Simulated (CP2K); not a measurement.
BaTe:

```
Ba Te
1.0
     4.82247    0.00000    0.00000
     2.41123    4.17638    0.00000
     2.41123    1.39213    3.93753
Ba Te
1 1
Direct
  0.00000 0.00000 0.00000
  0.50000 0.50000 0.50000
```

Base run:

| Property | Result |
| --- | --- |
| Program | CP2K 2026.2 |
| Functional | LDA |
| Potentials or basis | POTENTIAL_UZH Ba GTH-PBE-q10, Te GTH-PBE-q6; TZVP-MOLOPT-PBE-GTH basis |
| Density cutoff | 9184 eV |
| k mesh | 7 × 7 × 7 |
| Occupations | fermi-dirac, width 0.05 eV |
| Spin | no spin polarisation |

Its results: band gap on the k mesh 1.16 eV, indirect (least direct gap 1.53 eV); pressure 2.1 GPa.

Q: After a change of settings the same cell gave: band gap on the k mesh 1.49 eV, indirect (least direct gap 1.85 eV); pressure 5.1 GPa. Which change was it?
A. functional from LDA to PBEsol
B. functional from LDA to MS2
C. functional from LDA to OLYP
D. functional from LDA to revPBE

A: D.

revPBE binds less tightly than LDA, so the same cell stands under more pressure.

Caveats: the potentials were made for another functional, which shifts forces and pressure; spin-orbit coupling is left out, which moves the levels of the heavy elements; an odd mesh through Γ misses points on the zone boundary, where band edges often lie; the basis of atomic orbitals isn't converged, which shifts pressures, moduli and gaps.

Runs at the PBE level aren't shown here.
